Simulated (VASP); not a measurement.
A run of VASP 6.6.1 is set up as follows.

Contents of INCAR:

```
SYSTEM = Be
  ALGO = Fast
  EDIFF = 1E-6
  EDIFFG = -0.01
  ENCUT = 600
  GGA = PE
  IBRION = 2
  ISIF = 3
  ISMEAR = 0
  LASPH = .TRUE.
  LCHARG = .FALSE.
  LREAL = .FALSE.
  LWAVE = .FALSE.
  NELM = 100
  NSW = 100
  PREC = Accurate
  SIGMA = 0.1
```

KPOINTS

```
k-points
0
G
  30 30 22
  0 0 0
```

POSCAR

```
Be
1.0
    2.1439428974      0.0000000000      0.0000000000
   -1.0719714487      1.8567090134      0.0000000000
    0.0000000000      0.0000000000      2.4252812231
Be
1
Direct
    0.0000000000      0.0000000000      0.5000000000
```

Potentials or basis: VASP PAW PBE potentials, release 64 (Be).

The run is started by

```bash
$ cat potpaw_PBE.64/Be/POTCAR > POTCAR
$ mpirun -np 1 vasp_std > vasp.out
```

(1) Estimate the band gap on the k mesh.

(2) What does it give for the relaxed volume?

(3) Estimate the space group after relaxing (to 0.05 Å).

Answers

(1) none (metal or under the smearing width).

(2) 9.79 Å³/atom.

(3) P6/mmm (No. 191).
